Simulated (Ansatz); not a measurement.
## K (P6_3/mmc)

All numbers below come from DFT PBE+D3(BJ), scalar-relativistic, plane waves, PAW in Ansatz 0.2.0.

Cutoff 420 eV; k points 12×12×6 on the computed 2-atom cell (Γ-centred); Gaussian smearing, width 0.10 eV; no spin polarisation.

The structure is relaxed at this level of theory with its symmetry kept. This form isn't the element's structure at ambient conditions.

```
K
1.0
     4.60675    0.00000    0.00000
    -2.30338    3.98956    0.00000
     0.00000    0.00000    7.53427
K
2
Direct
  0.33333 0.66667 0.25000
  0.66667 0.33333 0.75000
```

| Property | Result |
| --- | --- |
| Space group | P6_3/mmc (No. 194) |
| Volume per atom | 69.24 Å³ |
| Kohn–Sham band gap | none (metal) |
| Density of states at the Fermi level | 1.62 states/eV per cell |
| Löwdin character within 0.5 eV of the Fermi level | K 4s 86 %, unprojected 14 % |

Cost: 1 run of about 0.49 core-minutes, on Intel Xeon Platinum 8375C (Ice Lake) (shared hosts).